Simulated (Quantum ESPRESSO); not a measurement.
# Dielectric function and optical constants of AlP, part 3 of 3

Wanted: where AlP starts to absorb, how strongly, and its refractive index. The cell comes from an older database entry, whose edges can differ from later determinations, mostly by under a per cent.

Quantum ESPRESSO 7.5; DFT, PBE, plane waves with norm-conserving potentials (PseudoDojo), scalar-relativistic, independent-particle optical response without local fields and without the non-local commutator.

So far. Step 2 (Ground state): There is a gap, 1.69 eV on this mesh (points off the mesh can give less), so no carriers' term is needed.

The database entry behind the starting cell differs from later determinations by our own check (0.1 to 0.3 % short, probably kX units), so it need not match the best structure at ambient conditions.

## Step 5: Dielectric function

With the density converged, the vertical transitions are summed over the zone.

This step: DFT, PBE, plane waves with norm-conserving potentials (PseudoDojo), scalar-relativistic, independent-particle optical response without local fields and without the non-local commutator (Quantum ESPRESSO 7.5).

epsilon.in reads:

```
&inputpp
  prefix = 'x'
  outdir = './tmp'
  calculation = 'eps'
/
&energy_grid
  smeartype = 'gauss'
  intersmear = 0.3
  wmin = 0.0
  wmax = 22
  nw = 500
/
```

On the command line:

```sh
$ mpirun -n 4 epsilon.x -nk 4 -in epsilon.in
```

The program printed:

```text
[banner, memory and clock lines left out]

     Broadcasting variables...

     IMPORTANT: XC functional enforced from input :
     Exchange-correlation= PBE
                           (   1   4   3   4   0   0   0)
     Any further DFT definition will be discarded

     G-vector sticks info

     Fermi energy [eV] is:  5.08046
     The system is a dielectric...
     metallic system: redefining wmin =     0.000000

     Performing eps calculation...

     xx,yy,zz plasmon frequences [eV] are:    16.824513951   16.824513962   16.824513928
```

Elapsed: 1.4 s, on 4 MPI ranks of Arm Neoverse V2, shared host; peak memory 0.04 GiB; 5.2 s of CPU time.

Numbers from this step:

```
electronic dielectric constant ε∞, mean over x, y and z (by symmetry where fewer were run) : 10.09
main peak of Im epsilon, first axis                                                        : 4.491 eV
centre of weight of the strongest loss peak in the window                                  : 18.64 eV
```

Some rows of epsi_x.dat:

```text
# energy grid [eV]     epsi_x  epsi_y  epsi_z
#
    0.176352705    0.020244881    0.020244881    0.020244881
    1.234468938    0.164874220    0.164874220    0.164874220
    2.292585170    0.486089660    0.486089660    0.486089660
    3.350701403    3.086418052    3.086418053    3.086418052
    4.408817635   29.273045265   29.273045266   29.273045265
    5.466933868   18.079487336   18.079487336   18.079487335
    6.525050100    8.427700156    8.427700157    8.427700155
    7.583166333    5.309935212    5.309935213    5.309935211
    8.641282565    2.505839004    2.505839005    2.505839003
    9.699398798    1.507479856    1.507479858    1.507479855
   10.757515030    0.976267494    0.976267496    0.976267493
   11.815631263    0.908055169    0.908055170    0.908055167
   12.873747495    0.492822284    0.492822286    0.492822282
   13.931863727    0.523804544    0.523804547    0.523804542
   14.989979960    0.373640604    0.373640606    0.373640601
   16.048096192    0.342397599    0.342397601    0.342397595
   17.106212425    0.245992363    0.245992366    0.245992359
   18.164328657    0.138437200    0.138437203    0.138437194
   19.222444890    0.144755740    0.144755743    0.144755732
   20.280561122    0.096549192    0.096549196    0.096549181
   21.338677355    0.096650803    0.096650806    0.096650787
```

Values under the direct gap are tails of Lorentzian lines. The Im ε, any direction by photon energy; read off at these points:

```
photon energy (eV)  Im ε, any direction
               0.0                    0
               1.0                0.126
               2.0                0.357
               3.0                 1.29
               4.0                 17.3
               4.5                 30.6
               5.0                 22.0
               5.6                 20.6
               6.0                 10.2
               7.0                 6.11
               8.0                 4.41
               9.0                 2.76
              10.0                 1.97
              11.0                 1.02
              12.0                0.811
              13.0                0.479
              14.0                0.535
              15.0                0.372
              16.0                0.338
              17.0                0.269
              18.0                0.147
              19.0                0.145
              20.0               0.0982
              21.0               0.0978
              22.0                0.106
```

Table of Re ε, any direction by photon energy:

photon energy (eV), Re ε, any direction and a bar from the least value:
```
        0       10.1 ################
        1       10.5 #################
        2       12.0 ##################
        3       16.4 ######################
        4       25.2 ##############################
        5       -2.0 #####
        6       -7.9 
        7       -4.9 ###
        8       -5.4 ##
        9       -3.2 ####
       10       -2.4 #####
       11       -2.0 #####
       12       -1.6 ######
       13       -1.0 ######
       14       -0.7 #######
       15       -0.5 #######
       16       -0.3 #######
       17       -0.2 #######
       18       -0.1 #######
       19        0.1 #######
       20        0.2 #######
       21        0.3 #######
       22        0.3 #######
```

Values under the direct gap are tails of Lorentzian lines. Loss function −Im 1/ε at q → 0, any direction against energy loss; read off at these points:

```
energy loss (eV)  loss function −Im 1/ε at q → 0, any direction
             0.0                                              0
             1.0                                        0.00115
             2.0                                        0.00249
             3.0                                        0.00477
             4.0                                         0.0185
             5.0                                         0.0451
             6.0                                         0.0612
             7.0                                         0.0990
             8.0                                         0.0897
             9.0                                          0.153
            10.0                                          0.200
            11.0                                          0.208
            12.0                                          0.254
            13.0                                          0.365
            14.0                                          0.696
            15.0                                          0.886
            16.0                                           1.56
            17.0                                           2.25
            18.0                                           5.31
            18.4                                           7.39
            19.0                                           5.54
            20.0                                           2.71
            21.0                                           1.31
            22.0                                          0.850
```

The reflectivity at normal incidence, any direction has structure finer than the step of the table below, so its rows give means over 1 eV, whole bins alone (the curve runs from 0 to 22 eV). Peaks (eV: height): 5.8: 65.9, 8.1: 66.3, 9.6: 68.6, 10.6: 69.6.

Table of reflectivity at normal incidence, any direction by photon energy; means over each step:

```
photon energy (eV)  reflectivity at normal incidence, any direction (%)
                 1                                                 28.0
                 2                                                 30.6
                 3                                                 37.1
                 4                                                 50.0
                 5                                                 56.0
                 6                                                 61.2
                 7                                                 58.6
                 8                                                 61.8
                 9                                                 60.6
                10                                                 61.4
                11                                                 65.6
                12                                                 63.0
                13                                                 63.9
                14                                                 55.3
                15                                                 55.4
                16                                                 48.5
                17                                                 46.1
                18                                                 43.9
                19                                                 27.0
                20                                                 17.4
                21                                                 10.8
```

Table of refractive index n and extinction k by photon energy:

```csv
photon energy (eV),n,k
0,3.18,0
1,3.24,0.0195
2,3.46,0.0516
3,4.05,0.159
4,5.28,1.64
5,3.17,3.47
6,1.59,3.23
7,1.21,2.53
8,0.883,2.50
9,0.713,1.93
10,0.589,1.67
11,0.352,1.44
12,0.312,1.30
13,0.229,1.05
14,0.302,0.887
15,0.242,0.767
16,0.270,0.626
17,0.254,0.531
18,0.210,0.349
19,0.342,0.211
20,0.420,0.117
21,0.514,0.0951
22,0.587,0.0901
```

Optical constants at common wavelengths, from n + ik = √ε:

```csv
wavelength (nm),n,k,R (%),1/α
1550,3.22,0.015,27.6,8.1 µm
800,3.34,0.034,29.0,1.9 µm
532,3.59,0.071,31.9,600 nm
450,3.84,0.113,34.5,318 nm
365,4.59,0.385,41.5,75 nm
308,5.32,1.744,50.5,14 nm
248,3.17,3.470,56.9,5.7 nm
```

Below the direct gap, k and the depth come from the tails of the Lorentzian lines, not from transitions.

Rows near the edge hang on the gap, which this functional as a rule makes too small, and phonon-assisted absorption is left out.

## Step 6: Summary of results

| Property | Result |
| --- | --- |
| electronic dielectric constant ε∞, mean over x, y and z (by symmetry where fewer were run) (independent particles) | 10.1 |
| main peak of Im epsilon, first axis | 4.49 eV |
| centre of weight of the strongest loss peak in the window, first axis | 18.6 eV |

**Reading.** At this level (PBE, independent particles) AlP has ε∞ = 10.1 and n = 3.22 at 1550 nm, and Im ε peaks at 4.5 eV. Distinct maxima of Im ε, read by a parabola through the highest points, lie at 4.49 eV (31) and 5.60 eV (21). Excitons and phonon-assisted transitions are missing, and so are local fields; PBE gaps are as a rule too small, which pulls the onset down and ε∞ up. epsilon.x leaves out the commutator of the non-local potential, so its intensities are off, as a rule too high. The sum runs over mesh points, so small or evenly spaced maxima can still be ripples of the mesh.

[Machine, clock, banner and «Message from routine» lines are left out of the logs.]

[Logs are printed without paths, hosts, clocks, repeated set-up lines and the standing remarks that a program may print on its own settings, such as how far it seeks lower states.]

[Hosts, paths, dates, database ids (printed as entryN), source tags and the programs' standing remarks are cut or masked in the printed files.]
